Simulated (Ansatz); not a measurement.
Wires are cut from relaxed bulk Sr (Fm-3m, 54.70 Å³/atom, gap on the mesh 0.00 eV); atoms and period are relaxed, and energies count from that bulk.

Method: Ansatz, DFT PBE, scalar-relativistic, plane waves, PAW.

Cutoff 420 eV, Gaussian smearing of 0.05 eV, energies at zero smearing, symmetry of each start kept, no spin polarisation.

```
                             start atoms k mesh excess energy (eV per host atom) line energy (eV/Å) period (Å) gap on the mesh (eV) highest filled level or Fermi level under vacuum (eV)
[001] wire, 6 host atoms a period*      6   1×1×6                             0.528               0.731       4.333                     0                                                   2.47
[001] wire, 8 host atoms a period*      8   1×1×6                             0.454               0.833       4.356                  0.07                                                      -
```

* ends far from its start.

Gaps under about 0.2 eV rest on few k points and may close between them. The vacuum is thin at the end. Each run keeps its start's symmetry and one magnetic start, so lower states can exist.

Cost: 2 runs of about 14 core-minutes in all, on Intel Xeon Platinum 8175M (Skylake/Cascade Lake) (shared hosts).